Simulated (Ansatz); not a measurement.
## HfC in the CsCl-type structure

Level of theory: DFT, PBE, scalar-relativistic, no spin polarisation; plane waves to 420 eV with PAW datasets (Ansatz 0.2.0), Γ-centred 5×5×9 mesh, 0.05 eV Gaussian smearing; PAW files: Ansatz's generated set soft_2.

```cif
data_structure
_symmetry_space_group_name_H-M 'P 1'
_symmetry_Int_Tables_number 1
_cell_length_a 5.8018
_cell_length_b 5.8018
_cell_length_c 2.9009
_cell_angle_alpha 90.000
_cell_angle_beta 90.000
_cell_angle_gamma 90.000
_cell_volume 97.65
loop_
_atom_site_label
_atom_site_type_symbol
_atom_site_fract_x
_atom_site_fract_y
_atom_site_fract_z
_atom_site_occupancy
Hf1 Hf 0.00000 0.00000 0.00000 1
C1 C 0.25000 0.25000 0.50000 1
Hf2 Hf 0.00000 0.50000 0.00000 1
C2 C 0.25000 0.75000 0.50000 1
Hf3 Hf 0.50000 0.00000 0.00000 1
C3 C 0.75000 0.25000 0.50000 1
Hf4 Hf 0.50000 0.50000 0.00000 1
C4 C 0.75000 0.75000 0.50000 1
```

This is a trial structure made by placing the elements on a prototype's sites, so it needn't be the stable form.

The cell above (space group Pm-3m at a tolerance of 0.05 Å) comes from a relaxation within its symmetry on a finer mesh. All atoms were then moved at random (spread 0.05 Å) and the cell was relaxed without symmetry.

A non-hydrostatic stress of up to 0.6 GPa remains in this cell.

Task: Is the structure a local minimum under this test?

Result: It doesn't stay. The energy falls by 1154.5 meV/atom and the symmetry goes from Pm-3m to P6_3/mmc (No. 194, tolerance 0.05 Å), with a volume change of 2.9 %. It stays metallic.

The relaxed cell:

```
CELL_PARAMETERS angstrom
5.28023 0.00000 0.00001
0.00000 6.40238 1.71671
0.00001 0.85835 3.20193
ATOMIC_POSITIONS crystal
Hf 0.99218 0.91608 0.83011
C 0.24220 0.24945 0.49678
Hf 0.99219 0.41609 0.83011
C 0.24221 0.74944 0.49675
Hf 0.49218 0.08281 0.16346
C 0.74220 0.24945 0.49680
Hf 0.49219 0.58281 0.16344
C 0.74221 0.74945 0.49677
```

Conventional cell at that tolerance: a = 3.31 Å, b = 3.31 Å, c = 5.28 Å, α = 90.00°, β = 90.00°, γ = 120.00°.

| step (a selection, trial steps included) | E − E(end) (meV/atom) |
| --- | --- |
| 1 | 1170.1 |
| 2 | 1119.5 |
| 3 | 1028.7 |
| 4 | 900.8 |
| 6 | 610.9 |
| 7 | 472.4 |
| 8 | 330.1 |
| 9 | 184.0 |
| 10 | 111.7 |
| 11 | 106.3 |
| 13 | 25.8 |
| 14 | 1.9 |
| 15 | 0.8 |
| 16 | 0.0 |

Spin–orbit coupling, which matters for such heavy elements, is left out. The k-mesh is coarse, so small energy differences aren't converged.
